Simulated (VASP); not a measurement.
# Ho (Fm-3m) in VASP: electric field gradients with PBE

Aim: the electric field gradients of Ho with PBE.

Everything below comes from runs of VASP 6.6.1. Logs are shortened: lines on timing, memory, paths and dates and some standing lists are left out, and cuts for length are marked.

## (1) The crystal as given

It takes space group Fm-3m (No. 225, cubic). The conventional cell has a = 4.988 Å, b = 4.988 Å, c = 4.988 Å, α = 90.00°, β = 90.00°, γ = 90.00°. Ho (site symmetry m-3m) is surrounded by 12 Ho at 3.53 Å.

This isn't the form of Ho at room conditions, which is hcp.

## (2) Electric field gradients, PBE, collinear spin, typed start

File INCAR:

```
ALGO = Normal ; EDIFF = 1E-8
ENCUT = 520 ; GGA = PE
ISIF = 2 ; ISMEAR = -1
ISPIN = 2 ; LASPH = True
LCHARG = False ; LEFG = True
LMAXMIX = 6 ; LORBIT = 11
LREAL = False ; LWAVE = False
MAGMOM = 4 ; NBANDS = 20
NELM = 150 ; PREC = Accurate
SIGMA = 0.03
```

File KPOINTS:

```
k-points
0
Gamma
  13 13 13
```

File POSCAR:

```
Ho
1.0
    0.0000000000      2.4942453452      2.4942453452
    2.4942453452      0.0000000000      2.4942453452
    2.4942453452      2.4942453452      0.0000000000
Ho
1
Direct
    0.0000000000      0.0000000000      0.0000000000
```

Potentials or basis: VASP PAW PBE potentials, release 64 (Ho).

Command:

```sh
$ cat potpaw_PBE.64/Ho/POTCAR > POTCAR
$ mpirun -np 1 vasp_std > vasp.out
```

OUTCAR:

```text
EDIFF = 1E-8
   ENCUT = 520
   GGA = PE
   ISIF = 2
   ISMEAR = -1
   ISPIN = 2
   LASPH = True
   LORBIT = 11
   LREAL = False
   NELM = 150
   PREC = Accurate

 ion  position               nearest neighbor table
   1  0.000  0.000  0.000-

  LATTYP: Found a face centered cubic cell.
 ALAT       =     4.9884906904

  Lattice vectors:

 A1 = (   0.0000000000,   2.4942453452,   2.4942453452)
 A2 = (   2.4942453452,   0.0000000000,   2.4942453452)
 A3 = (   2.4942453452,   2.4942453452,   0.0000000000)

Analysis of symmetry for initial positions (statically):
=====================================================================
 Subroutine PRICEL returns:
 Original cell was already a primitive cell.

 Routine SETGRP: Setting up the symmetry group for a
 face centered cubic supercell.

 Subroutine GETGRP returns: Found 48 space group operations
 (whereof 48 operations were pure point group operations)
 out of a pool of 48 trial point group operations.

The static configuration has the point symmetry O_h .

Analysis of symmetry for dynamics (positions and initial velocities):
=====================================================================
 Subroutine PRICEL returns:
 Original cell was already a primitive cell.

 Routine SETGRP: Setting up the symmetry group for a
 face centered cubic supercell.

 Subroutine GETGRP returns: Found 48 space group operations
 (whereof 48 operations were pure point group operations)
 out of a pool of 48 trial point group operations.

The dynamic configuration has the point symmetry O_h .

Analysis of structural, dynamic, and magnetic symmetry:
=====================================================================
 Subroutine PRICEL returns:
 Original cell was already a primitive cell.

 Routine SETGRP: Setting up the symmetry group for a
 face centered cubic supercell.

 Subroutine GETGRP returns: Found 48 space group operations
 (whereof 48 operations were pure point group operations)
 out of a pool of 48 trial point group operations.

The overall configuration has the point symmetry O_h .

 Subroutine INISYM returns: Found 48 space group operations
 (whereof 48 operations are pure point group operations),
 and found     1 'primitive' translations

----------------------------------------------------------------------------------------

                                     Primitive cell

  volume of cell :      31.0347

  direct lattice vectors                    reciprocal lattice vectors
     0.000000000  2.494245345  2.494245345    -0.200461435  0.200461435  0.200461435
     2.494245345  0.000000000  2.494245345     0.200461435 -0.200461435  0.200461435
     2.494245345  2.494245345  0.000000000     0.200461435  0.200461435 -0.200461435

  length of vectors
     3.527395595  3.527395595  3.527395595     0.347209390  0.347209390  0.347209390

  position of ions in fractional coordinates (direct lattice)
     0.000000000  0.000000000  0.000000000

  ion indices of the primitive-cell ions
   primitive index   ion index
                 1           1

----------------------------------------------------------------------------------------

 KPOINTS: k-points

Automatic generation of k-mesh.
 Grid dimensions read from file:
 generate k-points for:   13   13   13

 Generating k-lattice:

  Cartesian coordinates                     Fractional coordinates (reciprocal lattice)
    -0.015420110  0.015420110  0.015420110     0.076923077  0.000000000  0.000000000
     0.015420110 -0.015420110  0.015420110     0.000000000  0.076923077  0.000000000
     0.015420110  0.015420110 -0.015420110     0.000000000  0.000000000  0.076923077

  Length of vectors
     0.026708415  0.026708415  0.026708415

  Shift w.r.t. Gamma in fractional coordinates (k-lattice)
     0.000000000  0.000000000  0.000000000

 Subroutine IBZKPT returns following result:
 ===========================================

[... 41 lines left out ...]
   ISPIN  =      2    spin polarized calculation?
   LNONCOLLINEAR =      F non collinear calculations
   LSORBIT =      F    spin-orbit coupling
   LASPH  =      T    aspherical Exc in radial PAW
   ENCUT  =  520.0 eV  38.22 Ry    6.18 a.u.   6.56  6.56  6.56*2*pi/ulx,y,z
   NELM   =    150;   NELMIN=  2; NELMDL= -5     # of ELM steps
   EDIFF  = 0.1E-07   stopping-criterion for ELM
   LREAL  =      F    real-space projection
   EDIFFG = 0.1E-06   stopping-criterion for IOM
   NSW    =      0    number of steps for IOM
   IBRION =     -1    ionic relax: 0-MD 1-quasi-New 2-CG
   NFREE  =      0    steps in history (QN), initial steepest desc. (CG)
   ISIF   =      2    stress and relaxation
   ISYM   =      2    0-nonsym 1-usesym 2-fastsym
   POTIM  = 0.5000    time-step for ionic-motion
   TEBEG  =    0.0;   TEEND  =   0.0 temperature during run
   PSTRESS=    0.0 pullay stress
   NELECT =      21.0000    total number of electrons
   NUPDOWN=      -1.0000    fix difference up-down
   EMIN   =  10.00;   EMAX   =-10.00  energy-range for DOS
   EFERMI =   0.00;   METHOD = LEGACY
   ISMEAR =    -1;   SIGMA  =   0.03  broadening in eV -4-tet -1-fermi 0-gaus
   EFERMI_NEDOS =   21; number of points for ismear=-14 and -15
   IALGO  =     38    algorithm
   IMIX   =      4    mixing-type and parameters
     AMIX     =   0.40;   BMIX     =  1.00
     AMIX_MAG =   1.60;   BMIX_MAG =  1.00
  volume/ion in A,a.u.               =      31.03       209.43
  Fermi-wavevector in a.u.,A,eV,Ry     =   1.437249  2.716007 28.105357  2.065685
  Thomas-Fermi vector in A             =   2.556348
   LORBIT       =     11    0 simple, 1 ext, 2 COOP (PROOUT), +10 PAW based schemes
   GGA     = PE    functional components
   LHFCALC =     F    Hartree Fock is set to
   AEXX    =    0.0000 exact exchange contribution
   IVDW    =     0    specifies the selected vdW correction
   LEPSILON=     F    determine dielectric tensor
   LRPA    =     F    only Hartree local field effects (RPA)
 spin polarized calculation
  energy-cutoff  :      520.00
  volume of cell :       31.03
 maximum number of plane-waves:       869
   NGX = 13   NGY = 13   NGZ = 13

 number of electron      20.9999999 magnetization       3.5485240

 Free energy of the ion-electron system (eV)
  ---------------------------------------------------
  ext. energy  EPLUGINS =         0.00000000
  ---------------------------------------------------
  free energy    TOTEN  =        -6.48172069 eV

  energy without entropy =       -6.46051593  energy(sigma->0) =       -6.47111831

 E-fermi :   2.6232     XC(G=0): -10.1523

 val. band max:        2.6223287993   @ k =  -0.3846   0.3846   0.0769
 cond. band min:       2.6340148760   @ k =  -0.2308   0.3846   0.1538
 fundamental gap:      0.0116860768
 Fermi energy:         2.6232028496

 spin component 1

 k-point     1 :       0.0000    0.0000    0.0000
  band No.  band energies     occupation
      1     -45.4477      1.00000
      2     -20.1265      1.00000
      3     -20.1265      1.00000
      4     -20.1265      1.00000
      5      -2.5913      1.00000
      6      -0.2385      1.00000
[... 541 lines left out ...]
     19      13.8406      0.00000
     20      15.7743      0.00000

 [... further k-points ...]

 spin component 2

 k-point     1 :       0.0000    0.0000    0.0000
  band No.  band energies     occupation
      1     -43.8859      1.00000
      2     -18.9863      1.00000
      3     -18.9863      1.00000
      4     -18.9863      1.00000
      5      -2.3866      1.00000
      6       1.8695      1.00000
[... 541 lines left out ...]
     19      14.0612      0.00000
     20      16.2447      0.00000

 [... further k-points ...]

------------------------ aborting loop because EDIFF is reached ----------------------------------------

  FORCE on cell =-STRESS in cart. coord.  units (eV):
  Direction    XX          YY          ZZ          XY          YZ          ZX
  --------------------------------------------------------------------------------------
  -------------------------------------------------------------------------------------
  Total        0.5343333      0.5343333      0.5343333     -0.0000000      0.0000000      0.0000000
  in kB       27.5851456     27.5851456     27.5851456     -0.0000000      0.0000000      0.0000000
  external PRESSURE =      27.5851456 kB  Pullay stress =       0.0000000 kB

 VOLUME and BASIS-vectors are now :
 -----------------------------------------------------------------------------
  energy-cutoff  :      520.00
  volume of cell :       31.03
      direct lattice vectors                 reciprocal lattice vectors
     0.000000000  2.494245345  2.494245345    -0.200461435  0.200461435  0.200461435
     2.494245345  0.000000000  2.494245345     0.200461435 -0.200461435  0.200461435
     2.494245345  2.494245345  0.000000000     0.200461435  0.200461435 -0.200461435

 POSITION                                       TOTAL-FORCE (eV/Angst)
 -----------------------------------------------------------------------------------
      0.00000      0.00000      0.00000        -0.000000      0.000000     -0.000000
 -----------------------------------------------------------------------------------
    total drift:                               -0.000000     -0.000000     -0.000000

  FREE ENERGIE OF THE ION-ELECTRON SYSTEM (eV)
  ---------------------------------------------------
  free  energy   TOTEN  =        -6.4817206893 eV

  energy  without entropy=       -6.4605159321  energy(sigma->0) =       -6.47111831

 Electric field gradients (V/A^2)
---------------------------------------------------------------------
 ion       V_xx      V_yy      V_zz      V_xy      V_xz      V_yz
---------------------------------------------------------------------
   1       0.000    -0.000     0.000    -0.002    -0.002    -0.002
---------------------------------------------------------------------

 Electric field gradients after diagonalization (V/A^2)
 (convention: |V_zz| > |V_xx| > |V_yy|)
----------------------------------------------------------------------
 ion       V_xx      V_yy      V_zz     asymmetry (V_yy - V_xx)/ V_zz
----------------------------------------------------------------------
   1       0.002     0.002    -0.003       0.000
----------------------------------------------------------------------

           NMR quadrupolar parameters

 Cq : quadrupolar parameter    Cq=e*Q*V_zz/h
 eta: asymmetry parameters     (V_yy - V_xx)/ V_zz
 Q  : nuclear electric quadrupole moment in mb (millibarn)
----------------------------------------------------------------------
 ion       Cq(MHz)       eta       Q (mb)
----------------------------------------------------------------------
   1      -0.000       0.000       1.000
----------------------------------------------------------------------

 total charge

# of ion       s       p       d       f       tot
--------------------------------------------------
    1        2.126   5.705   0.419  10.335  18.584

 magnetization (x)

# of ion       s       p       d       f       tot
--------------------------------------------------
    1        0.005  -0.025   0.044   3.431   3.455
```

It took 5.5 min on 1 thread of Intel Xeon Platinum 8259CL at 2.50GHz (Skylake/Cascade Lake), shared host; peak memory 0.24 GiB.

Results:

```
Free energy                                           : -6.4817 eV
Pressure                                              : 2.8 GPa
Band gap on the k mesh                                : none (metal or under the smearing width)
Net moment                                            : 3.55 μB per cell
Site moments                                          : Ho +3.46 μB
Valence electrons inside the program's atomic spheres : Ho 18.58
```

Electric field gradients, principal values (V/Å²):
```csv
atom,Vxx,Vyy,Vzz
1 Ho,0.002,0.002,-0.003
```

Caveat: the magnetic or orbital state may not be the lowest; spin-orbit coupling is left out, which moves the levels of the heavy elements. The state reached can hang on the start; a lower one may exist.
